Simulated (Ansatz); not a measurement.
# PbTe: band gap under strain

Aim: follow the gap of PbTe (rocksalt) through these states: no strain; -1.0 % biaxial strain in x and y, free along z; +4.0 % shear in the xy plane. The table at the end shows which levels were run.

Code: Ansatz 0.2.0. PAW datasets, plane waves. The values are computed, spin-unpolarised, and not measurements.

## 1. The system as given

The unstrained cell was relaxed with r2SCAN; in each strained cell the atoms were relaxed again with r2SCAN. Names of k-points are those of the unstrained zone, where strain can split equivalent points. First state: no strain.

Space group Fm-3m (No. 225), cubic; conventional cell a = 6.536 Å, 34.90 Å³ an atom. Near Pb stand 6 Te at 3.27 Å; near Te stand 6 Pb at 3.27 Å.

Structure file:

```cif
data_structure
_symmetry_space_group_name_H-M 'Fm-3m'
_symmetry_Int_Tables_number 225
_cell_length_a 6.5357
_cell_length_b 6.5357
_cell_length_c 6.5357
_cell_angle_alpha 90.000
_cell_angle_beta 90.000
_cell_angle_gamma 90.000
_cell_volume 279.17
loop_
_atom_site_label
_atom_site_type_symbol
_atom_site_symmetry_multiplicity
_atom_site_Wyckoff_symbol
_atom_site_fract_x
_atom_site_fract_y
_atom_site_fract_z
_atom_site_occupancy
Pb1 Pb 4 a 0.00000 0.00000 0.00000 1
Te1 Te 4 b 0.50000 0.00000 0.00000 1
```

## 2. No strain: PBE

input.yaml

```yaml
crystal:
  lattice:
    - [0.0, 3.2678368377, 3.2678368377]
    - [3.2678368377, 0.0, 3.2678368377]
    - [3.2678368377, 3.2678368377, 0.0]
  atoms:
    - { symbol: Pb, position: [0.0, 0.0, 0.0] }
    - { symbol: Te, position: [0.5, 0.5, 0.5] }
kpoints:
  mp_grid: { grid: [8, 8, 8] }
  band_path:
    path:
      - [0.0, 0.0, 0.0]
      - [0.5, 0.0, 0.5]
      - [0.625, 0.25, 0.625]
      - [0.375, 0.375, 0.75]
      - [0.5, 0.5, 0.5]
      - [0.5, 0.25, 0.75]
      - [0.0, 0.0, 0.5]
    npoints: 1
hamiltonian:
  xc: pbe
scf:
  occupations: { method: fermi_dirac, width: 0.02 }
  n_extra_bands: 4
output:
  forces: true
  stress: true
  eigenvalues: true
```

On the command line:

```sh
$ ansatz run input.yaml --threads 2 --pin off --max-ram 2211MiB --backend cpu --events-out ev --progress --plain --runs-dir out
```

Further steps of the session: No strain: r2SCAN; No strain: HSE06; No strain: G0W0@PBE; -1.0 % biaxial strain in x and y, free along z: PBE; -1.0 % biaxial strain in x and y, free along z: r2SCAN; -1.0 % biaxial strain in x and y, free along z: HSE06; -1.0 % biaxial strain in x and y, free along z: G0W0@PBE; +4.0 % shear in the xy plane: PBE; +4.0 % shear in the xy plane: r2SCAN; +4.0 % shear in the xy plane: HSE06; +4.0 % shear in the xy plane: G0W0@PBE.

Before running it: what results should come out?

The runs gave:

Least gap in eV (negative: overlap), with the change from the unstrained cell in brackets. G0W0 is on its own coarse mesh.

```
                                         state  volume change (%)           PBE        r2SCAN         HSE06          G0W0
                                     no strain               +0.0          0.80          1.09          1.20          1.05
-1.0 % biaxial strain in x and y, free along z               -1.9  0.76 (-0.04)  1.04 (-0.05)  1.15 (-0.05)  1.00 (-0.05)
                  +4.0 % shear in the xy plane               -0.0  0.60 (-0.20)  0.87 (-0.22)  0.98 (-0.22)  0.84 (-0.21)
```

**Reading.** The largest move of the HSE06 gap in the table is -0.222 eV, under +4.0 % shear in the xy plane. PBE and HSE06 differ by 0.40 eV on the unstrained gap, and by at most 0.02 eV on its change: PBE follows the response to strain far better than the gap itself. In PBE the gap turns indirect under +4.0 % shear in the xy plane. Spin-orbit coupling is left out of the table, though the cell holds Pb (Z = 82); in an element this heavy it can shift bands and gaps by tenths of an eV. The G0W0 figures hold for the stated bands, cutoff and mesh and aren't extrapolated.
